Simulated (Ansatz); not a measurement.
**TaN: response to strain**

Aim: deform TaN (equal xx and yy strain of -2 %) and compute stress, forces and field gradients with LAPW, PAW and all-electron datasets made for the crystal.

Program: Ansatz 0.2.0. Level of theory: DFT PBE, scalar-relativistic. These are calculated values, not measurements.

## 1. The starting structure

Symmetry: P-6m2, No. 187, hexagonal system. Conventional cell: a = 2.938 Å, b = 2.938 Å, c = 2.883 Å, α = 90.00°, β = 90.00°, γ = 120.00°. Ta (site symmetry -6m2) has 6 N at 2.23 Å as nearest neighbours. Around N (site symmetry -6m2) lie 6 Ta at 2.23 Å.

As a file:

```cif
data_structure
_symmetry_space_group_name_H-M 'P-6m2'
_symmetry_Int_Tables_number 187
_cell_length_a 2.9380
_cell_length_b 2.9380
_cell_length_c 2.8830
_cell_angle_alpha 90.000
_cell_angle_beta 90.000
_cell_angle_gamma 120.000
_cell_volume 21.55
loop_
_atom_site_label
_atom_site_type_symbol
_atom_site_symmetry_multiplicity
_atom_site_Wyckoff_symbol
_atom_site_fract_x
_atom_site_fract_y
_atom_site_fract_z
_atom_site_occupancy
Ta1 Ta 1 d 0.33333 0.66667 0.50000 1
N1 N 1 a 0.00000 0.00000 0.00000 1
```

The file gives the conventional cell by its symmetry; the runs use the cell typed in the input.

Atoms are numbered in the order of the input: Ta1, N2.

## 2. The deformed structure

Space group P-6m2 before, P-6m2 after.

## 3. All-electron LAPW

Contents of input.yaml:

```yaml
crystal:
  lattice:
    - [2.8792388812, 0.0, 0.0]
    - [-1.4396194406, 2.4934940148, 0.0]
    - [0.0, 0.0, 2.883]
  atoms:
    - { symbol: Ta, position: [0.3333333333, 0.6666666667, 0.5] }
    - { symbol: "N", position: [0.0, 0.0, 0.0] }
kpoints:
  mp_grid: { grid: [12, 12, 10] }
  band_path:
    path:
      - [0.0, 0.0, 0.0]
      - [0.5, 0.0, 0.0]
      - [0.3333333333, 0.3333333333, 0.0]
      - [0.0, 0.0, 0.0]
      - [0.0, 0.0, 0.5]
      - [0.5, 0.0, 0.5]
      - [0.3333333333, 0.3333333333, 0.5]
      - [0.0, 0.0, 0.5]
      - [0.5, 0.0, 0.5]
    npoints: 5
scf:
  occupations: { method: fermi_dirac, width: 0.02 }
hamiltonian:
  xc: pbe
  pseudopotentials: { kind: all_electron, lapw: { basis_error: 0.0005 } }
output:
  forces: true
  stress: true
  eigenvalues: true
```

Command:

```console
$ ansatz run input.yaml --threads 1 --pin off --max-ram 3072MiB --backend cpu --events-out ev --progress --plain --runs-dir out
```

Output, cut to the lines that bear on the results:

```text
LAPW: plane waves up to 10.094 Å⁻¹, error target 5.0e-4 eV per atom; small_component_spin mean_spin; N in spheres of 0.933 Å, 7 of its electrons in bands, Dirac shells []; Ta in spheres of 1.267 Å, 43 of its electrons in bands, Dirac shells []
[...]
Pseudopotentials: kind: all_electron
Pseudopotential: Ta, LAPW, valence charge 43, Koelling and Harmon's equation, gaussian nucleus
Pseudopotential: N, LAPW, valence charge 7, Koelling and Harmon's equation, gaussian nucleus
Functional definition: PBE
[...]
Crystal: 2 atoms, lattice volume = 20.698 Å³
Basis set: ecut = 388.2034383480985 eV, 393 PW (Γ), exchange–correlation at level 2
Bands: 30, of which v1, the nominal top of the filled ones, is band 25 counted from 1 (24 counted from 0)
Symmetry: 12 space group operations
Space group: P-6m2 (ITA 187), of the structure as read, at distance tolerance 2.7e-5 Å
k-points: 114 of 1440 (time reversal used)
[...]
SCF iter   1: F=—  HF=-426062.786493 eV  |F-HF|=—  |Δ(HF+E_count)|=         —  Δρ=1.21e-1  dr2=3.29e0  ethr=6.58e-3  ⟨swp⟩=2.0  Hψ=21782  notcnv=0
[...]
the basis was enlarged: its passes take 2.6 MiB over the memory plan, 1 of 1 planned eigensolver slots
[...]
SCF iter   8: F=-426061.424956 eV  HF=-426061.424956 eV  |F-HF|=1.86e-9  |Δ(HF+E_count)|=   1.55e-7  Δρ=6.09e-6  dr2=3.69e-9  ethr=4.45e-10  ⟨swp⟩=3.0  Hψ=10714  notcnv=0
[...]
NSCF: frozen V_eff on 41 k-points
SCF converged after 8 iterations
Free energy (F): -426061.424956 eV
[...]
E sigma→0 (E₀):  -426061.424911 eV
Entropy (-TS):   -0.000091 eV (-0.046 meV/atom)
Fermi energy:    26.685204 eV
[...]
--- Forces (eV/Å), atoms counted from 1 ---
  atom   1  Ta     0.00000000     0.00000000     0.00000000
  atom   2  N      0.00000000    -0.00000000     0.00000000
[...]
--- Stress (GPa, compression-positive) ---
       23.670021      -0.000000       0.000000
       -0.000000      23.670021       0.000000
        0.000000       0.000000      12.572934
  P = ⅓ Tr σ = 19.9710 GPa (199.710 kbar)
--- Band table (eV; the first three rows and the last of 114) ---
[...]
```

Wall time 26 s (1 thread of Intel Xeon 6975P-C (Granite Rapids), shared host); peak memory 0.51 GiB.

In short: pressure 19.97 GPa; no gap.

## 4. PAW with frozen cores

Contents of input.yaml:

```yaml
crystal:
  lattice:
    - [2.8792388812, 0.0, 0.0]
    - [-1.4396194406, 2.4934940148, 0.0]
    - [0.0, 0.0, 2.883]
  atoms:
    - { symbol: Ta, position: [0.3333333333, 0.6666666667, 0.5] }
    - { symbol: "N", position: [0.0, 0.0, 0.0] }
kpoints:
  mp_grid: { grid: [12, 12, 10] }
scf:
  occupations: { method: fermi_dirac, width: 0.02 }
hamiltonian:
  xc: pbe
  pseudopotentials: { kind: paw }
output:
  forces: true
  stress: true
  eigenvalues: true
  efg: { contact_densities: true }
```

Command:

```console
$ ansatz run input.yaml --threads 1 --pin off --max-ram 3072MiB --backend cpu --events-out ev --progress --plain --runs-dir out
```

Output, cut to the lines that bear on the results:

```text
Ta: output.efg is read without spin–orbit coupling, which moves field gradients at and beside such atoms by some per cent and up to a factor of two; PAW files take it under magnetization.noncollinear and magnetization.spin_orbit
[...]
Pseudopotentials: kind: paw
Pseudopotential: Ta, paw, valence charge 13, recommended cutoff 420 eV (normal)
Pseudopotential: N, paw, valence charge 5, recommended cutoff 420 eV (normal)
[... 1 set-up line as earlier in the session ...]
[...]
Crystal: 2 atoms, lattice volume = 20.698 Å³
Basis set: ecut = 420 eV, 405 PW (Γ), exchange–correlation on 40×40×40 points (8 copies of the dense FFT grid, shifted against one another)
Bands: 13, of which v1, the nominal top of the filled ones, is band 9 counted from 1 (8 counted from 0)
[... 2 set-up lines as earlier in the session ...]
[...]
--- Forces (eV/Å), atoms counted from 1 ---
  atom   1  Ta    -0.00000000    -0.00000000     0.00000000
  atom   2  N      0.00000000    -0.00000000     0.00000000
[...]
--- Stress (GPa, compression-positive) ---
       23.646728       0.000000       0.000000
       -0.000000      23.646728       0.000000
        0.000000       0.000000      12.516532
  P = ⅓ Tr σ = 19.9367 GPa (199.367 kbar)
--- PAW observables at the nuclei: V_zz in 10²¹ V/m², potentials from the cell's mean, atoms counted from 1 ---
  atom   1  Ta V_zz =    +6.090025   η = 0.0000   by run symmetry: allowed
            electrostatic potential = -14502.530888 V   contact ρ = 8154456.577417 e/Å³
  atom   2  N  V_zz =    +0.391432   η = 0.0000   by run symmetry: allowed
            electrostatic potential = -530.657256 V   contact ρ = 1413.955949 e/Å³
--- Band table (eV; the first three rows and the last of 114) ---
  k-point 0: bands = ["-47.1886", "-13.5803", "-13.2134", "-13.2134", "3.1127", "16.5700", "16.5700", "16.7070", "18.0490", "23.8359", "24.7999", "24.7999", "25.3715"]
[...]
```

It took 2.4 s on 1 thread of Intel Xeon 6975P-C (Granite Rapids), shared host; peak memory 0.41 GiB.

In short: pressure 19.94 GPa; no gap; Vzz Ta1 6.09 (η = 0.00), N2 0.39 (η = 0.00) (10²¹ V/m²).

## 5. Datasets made for this crystal

Edit input.yaml of step 4 so:

```diff
@@ -14,3 +14,3 @@
   xc: pbe
-  pseudopotentials: { kind: paw }
+  pseudopotentials: { kind: all_electron, datasets: crystal }
 output:
```

Command:

```console
$ ansatz run input.yaml --threads 1 --pin off --max-ram 3072MiB --backend cpu --events-out ev --progress --plain --runs-dir out
```

Output, cut to the lines that bear on the results:

```text
[...]
band count auto-derived: 22 (N_el = 32.0; filled up to band 16; 20 by the electrons, moments and atoms)
Ta: output.efg is read without spin–orbit coupling, which moves field gradients at and beside such atoms by some per cent and up to a factor of two; PAW files take it under magnetization.noncollinear and magnetization.spin_orbit
[...]
[... 1 set-up line as earlier in the session ...]
Pseudopotential: Ta, paw, valence charge 27, recommended cutoff 480 eV (normal), Koelling and Harmon's equation, gaussian nucleus
Pseudopotential: N, paw, valence charge 5, recommended cutoff 480 eV (normal), Koelling and Harmon's equation, gaussian nucleus
[... 1 set-up line as earlier in the session ...]
[...]
Crystal: 2 atoms, lattice volume = 20.698 Å³
Basis set: ecut = 480 eV, 527 PW (Γ), exchange–correlation on 48×48×48 points (8 copies of the dense FFT grid, shifted against one another)
[...]
  atom   1  Ta     0.00000000     0.00000000     0.00000000
  atom   2  N      0.00000000    -0.00000000     0.00000000
[...]
--- Stress (GPa, compression-positive) ---
       23.671285       0.000000       0.000000
       -0.000000      23.671285       0.000000
        0.000000       0.000000      12.574369
  P = ⅓ Tr σ = 19.9723 GPa (199.723 kbar)
--- PAW observables at the nuclei: V_zz in 10²¹ V/m², potentials from the cell's mean, atoms counted from 1 ---
  atom   1  Ta V_zz =    +6.724613   η = 0.0000   by run symmetry: allowed
            electrostatic potential = -14502.200854 V   contact ρ = 8150596.048852 e/Å³
  atom   2  N  V_zz =    +0.373084   η = 0.0000   by run symmetry: allowed
            electrostatic potential = -530.694240 V   contact ρ = 1414.219622 e/Å³
--- Band table (eV; the first three rows and the last of 114) ---
  k-point 0: bands = ["-41.7983", "-8.1803", "-7.8211", "-7.8211", "6.4800", "6.5155", "6.5155", "6.5243", "6.5243", "6.5312", "6.6142", "8.5708", "21.9968", "21.9968", "22.1320", "23.4817", "29.2611", "30.2173", "30.2173", "30.7905"]
[...]
```

Wall time 15 s (1 thread of Intel Xeon 6975P-C (Granite Rapids), shared host); peak memory 0.74 GiB.

Read from it: pressure 19.97 GPa; no gap; Vzz Ta1 6.72 (η = 0.00), N2 0.37 (η = 0.00) (10²¹ V/m²).

## 6. Side by side

Stress (GPa, compression positive):

```csv
method,xx,yy,zz,yz,xz,xy
LAPW,23.67,23.67,12.57,0.00,0.00,0.00
PAW,23.65,23.65,12.52,0.00,0.00,0.00
crystal datasets,23.67,23.67,12.57,0.00,0.00,0.00
```

| method | pressure (GPa) | Vzz Ta1 (10²¹ V/m²) | Vzz N2 (10²¹ V/m²) | SCF cycles, all passes |
| --- | --- | --- | --- | --- |
| LAPW | 19.97 | – | – | 8 |
| PAW | 19.94 | 6.09 | 0.39 | 6 |
| crystal datasets | 19.97 | 6.72 | 0.37 | 9 |

## 7. What came out

| quantity | value |
| --- | --- |
| pressure | LAPW 19.97, PAW 19.94, crystal datasets 19.97 GPa |
| largest shear or deviatoric stress (LAPW) | 7.40 GPa |

The largest part of the stress beyond the pressure is 7.40 GPa in size, in the zz component; the atoms are carried along and not relaxed. No run of the undeformed cell stands beside it, so the pressure holds what the given cell had before the change. PAW: stress within 0.06 GPa of LAPW. Crystal datasets: stress within 0.01 GPa of LAPW. Spin-orbit coupling is left out, though the cell holds Ta; in elements this heavy it can shift bands and gaps by tenths of an eV.
